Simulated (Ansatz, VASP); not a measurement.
**TiC in VASP and in Ansatz**

```
Ti C
1.0
     0.00000    2.12972    2.12972
     2.12972    0.00000    2.12972
     2.12972    2.12972    0.00000
Ti C
1 1
Direct
  0.00000 0.00000 0.00000
  0.50000 0.50000 0.50000
```

Change from the starting cell: volume scaled by 0.95, PAW files.

Alike in both runs: task electric field gradients; functional PBE; k mesh 14 × 14 × 14; occupations fermi-dirac, width 0.03 eV; no spin polarisation.

|  | VASP | Ansatz |
| --- | --- | --- |
| version | VASP 6.6.1 | Ansatz 0.2.0 |
| potentials or method | VASP PAW PBE potentials, release 64 (Ti_sv, C) | PAW with Ansatz's default frozen-core files, scalar-relativistic |
| plane-wave cutoff (eV) | 520 | 420 |
| valence electrons in the cell | 16 | 16 |

|  | VASP | Ansatz | Ansatz less VASP |
| --- | --- | --- | --- |
| pressure (GPa) | 14.4 | 14.2 | -0.18 |
| Vzz of the field gradient on the site that differs most (V/Å²) | 0.0 | 0.0 | 0.00 |

The functional is the same, so the differences come from potentials, cutoffs and numerics.
